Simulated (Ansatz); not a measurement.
# MgO: the cell at several levels of theory

One table from this session's results is given with a row withheld; the runs are named, their logs left out.

Code: Ansatz 0.2.0. PAW datasets, plane waves, zero pressure. Calculated at 0 K for a non-magnetic cell.

### The structure to begin with

Space group P6_3/mmc (No. 194), hexagonal; a = 3.486 Å, c = 4.178 Å in the conventional setting, 10.99 Å³ an atom. Around Mg lie 5 O at 2.01–2.09 Å; around O lie 5 Mg at 2.01–2.09 Å.

The structure in full:

```cif
data_structure
_symmetry_space_group_name_H-M 'P 1'
_symmetry_Int_Tables_number 1
_cell_length_a 3.4864
_cell_length_b 3.4864
_cell_length_c 4.1780
_cell_angle_alpha 90.000
_cell_angle_beta 90.000
_cell_angle_gamma 120.000
_cell_volume 43.98
loop_
_atom_site_label
_atom_site_type_symbol
_atom_site_fract_x
_atom_site_fract_y
_atom_site_fract_z
_atom_site_occupancy
Mg1 Mg 0.66667 0.33333 0.75000 1
Mg2 Mg 0.33333 0.66667 0.25000 1
O1 O 0.66667 0.33333 0.25000 1
O2 O 0.33333 0.66667 0.75000 1
```

Set-up of the first run:

input.yaml reads:

```yaml
crystal:
  lattice:
    - [3.4863778627, 0.0, 0.0]
    - [-1.7431889314, 3.0192917963, 0.0]
    - [0.0, 0.0, 4.17804122]
  atoms:
    - { symbol: Mg, position: [0.66666667, 0.33333333, 0.75] }
    - { symbol: Mg, position: [0.33333333, 0.66666667, 0.25] }
    - { symbol: O, position: [0.66666667, 0.33333333, 0.25] }
    - { symbol: O, position: [0.33333333, 0.66666667, 0.75] }
kpoints:
  mp_grid: { grid: [12, 12, 6] }
hamiltonian:
  xc: pbe
scf:
  occupations: { method: fermi_dirac, width: 0.02 }
relax:
  f_tol: 0.005
  cell: {}
```

Started as:

```sh
ansatz run input.yaml --threads 2 --pin off --max-ram 2211MiB --backend cpu --events-out ev --progress --plain --runs-dir out
```

Steps of the session up to this table: PBE: cell and atoms; Relaxing with r2SCAN; PBEsol: cell and atoms; LDA: cell and atoms; HSE06: cell and atoms.

One table of the session follows, with a row left open; its other results are not shown here.

It belongs to the step «The cells side by side». 

```
 level  a (Å)  c (Å)  volume (Å³/atom)
   PBE  3.521  4.238            11.373
r2SCAN  3.484  4.185            11.000
PBEsol  3.494  4.194            11.086
   LDA      ?      ?                 ?
 HSE06  3.484  4.184            10.996
```

**Question.** Estimate the row for LDA.

**Answer.** a (Å): 3.451; c (Å): 4.138; volume (Å³/atom): 10.670. In the column «a (Å)» it is the lowest.

In words: The first relaxation changed the volume by +3.4 % from the start. The volume runs from LDA (least) to PBE (most), a spread of 6.6 %, or 2.2 % in length if all axes shared it alike. The meshes differ: PBE 12×12×6, r2SCAN 12×12×6, PBEsol 12×12×6, LDA 12×12×6, HSE06 6×6×4.
